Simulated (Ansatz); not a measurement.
## How settings move the G0W0 gap of BP (zincblende)

Zincblende BP, relaxed with r2SCAN; one-shot G0W0 in Ansatz without spin-orbit coupling. (Simulation; spin polarisation is off.)

```
B P
1.0
     0.00000    2.26832    2.26832
     2.26832    0.00000    2.26832
     2.26832    2.26832    0.00000
B P
1 1
Cartesian
  0.0000 0.0000 0.0000
  1.1342 1.1342 1.1342
```

Gaps are read over the mesh points alone. G0W0 here is at a finite number of bands, screening cutoff and k mesh, not at the basis limit.

| start | potentials | frequency model | mesh | empty bands | screening cutoff (eV) | Kohn-Sham gap (eV) | G0W0 gap (eV) |
| --- | --- | --- | --- | --- | --- | --- | --- |
| PBE | PAW | contour deformation | 6×6×6 | 53 | 100 | 1.33 | 1.90 |
| PBE | PAW | contour deformation | 6×6×6 | 128 | 180 | 1.33 | 2.01 |
| PBE | PAW | contour deformation | 6×6×6 | 248 | 260 | 1.33 | 2.05 |
| HSE06 | PAW | contour deformation | 6×6×6 | 128 | 180 | 2.06 | 2.32 |
| r2SCAN | PAW | contour deformation | 6×6×6 | 128 | 180 | 1.50 | 2.13 |
| PBE0 | PAW | contour deformation | 6×6×6 | 128 | 180 | 2.76 | 2.47 |
| PBE | PAW | Godby-Needs pole | 6×6×6 | 128 | 180 | 1.33 | 1.98 |
| PBE | PAW | contour deformation | 10×10×10 | 37 | 80 | 1.24 | 1.78 |
| PBE | norm-conserving | contour deformation | 6×6×6 | 128 | 180 | 1.34 | 2.01 |

G0W0 moves the gap on the mesh from 1.33 eV (PBE) to 2.05 eV (Γ to X). Renormalisation factors Z lie between 0.76 and 0.81.

Raising bands and cutoff together moves the gap by +0.11 eV (100 to 180 eV), then +0.04 eV (180 to 260 eV); the last step is still large, so the basis limit isn't reached. Starting from HSE06 (2.06 eV against PBE's 1.33 eV) gives 2.32 eV, +0.31 eV from G0W0@PBE at the same screening cutoff. Starting from r2SCAN (1.50 eV against PBE's 1.33 eV) gives 2.13 eV, +0.12 eV from G0W0@PBE at the same screening cutoff. Starting from PBE0 (2.76 eV against PBE's 1.33 eV) gives 2.47 eV, +0.46 eV from G0W0@PBE at the same screening cutoff. The Godby-Needs plasmon pole differs from contour deformation by -0.03 eV. Norm-conserving potentials (wave cutoff 1116 eV against 420 eV) shift the quasiparticle gap by 0.00 eV and the PBE gap by +0.01 eV. r2SCAN runs take a wave cutoff of 500 eV.
